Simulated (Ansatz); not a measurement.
Crystal: Nb.

```xyz
1
Lattice="-1.6640 1.6640 1.6640 1.6640 -1.6640 1.6640 1.6640 1.6640 -1.6640" Properties=species:S:1:pos:R:3 pbc="T T T"
Nb    0.0000    0.0000    0.0000
```

```yaml
Program: Ansatz 0.2.0
Task: relaxation of cell and atoms
Functional: revPBE
Dispersion: D4
Potentials_or_basis: all-electron LAPW, scalar-relativistic
Basis_error_allowed: 0.001 eV/atom
k_mesh: 11 × 11 × 11
Occupations: fermi-dirac, width 0.05 eV
Spin: no spin polarisation
```

At the start: volume 18.43 Å³/atom.

**Question.** How do energy, volume and symmetry change on relaxing?

**Answer.** Over 4 steps the energy falls by 6.2 meV/atom and the volume is 17.96 Å³/atom (-2.5 %); space group Im-3m (No. 229, to 0.05 Å).

The path:
| step | energy change (eV) | largest force (eV/Å) | volume (Å³) |
| --- | --- | --- | --- |
| 1 | 0.0000 | 0.0000 | 18.43 |
| 2 | -0.0062 | 0.0000 | 17.99 |
| 3 | -0.0062 | 0.0000 | 17.96 |
| 4 | -0.0062 | 0.0000 | 17.96 |

Final structure:
```yaml
crystal:
  lattice:
    - [-1.64989, 1.64989, 1.64989]
    - [1.64989, -1.64989, 1.64989]
    - [1.64989, 1.64989, -1.64989]
  atoms:
    - { symbol: Nb, position: [0.00000, 0.00000, 0.00000] }
```
